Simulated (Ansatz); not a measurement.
A crystal relaxed with r2SCAN in the plane-wave code Ansatz has space group Fm-3m (No. 225) and a = 5.987 Å.

| atom | site | x | y | z |
| --- | --- | --- | --- | --- |
| Li | 8c | 0.2500 | 0.7500 | 0.7500 |
| Xx | 4a | 0.0000 | 0.0000 | 0.0000 |

With r2SCAN the valence top lies at Γ and the conduction bottom at X, 3.48 eV higher; the smallest vertical gap, at Γ, is 4.10 eV. HSE06 gives an indirect gap of 3.82 eV, from Γ to X; the least direct gap is 4.38 eV at Γ. Meshes: r2SCAN 8×8×8, HSE06 6×6×6. r2SCAN's ε∞ is 4.0 in all directions.

**Question.** Which element is Xx?
A. S
B. Te
C. Se
D. O

**Answer.** C. Xx is Se: Li2Se (started from an entry of an open crystallographic database). Li has 4 Se at 2.59 Å; Se has 8 Li at 2.59 Å.

No spin polarisation and no zero-point or thermal motion.

Spin-orbit coupling is left out.

The meshes of the hybrids are coarse, so their gaps aren't converged to the digits shown.
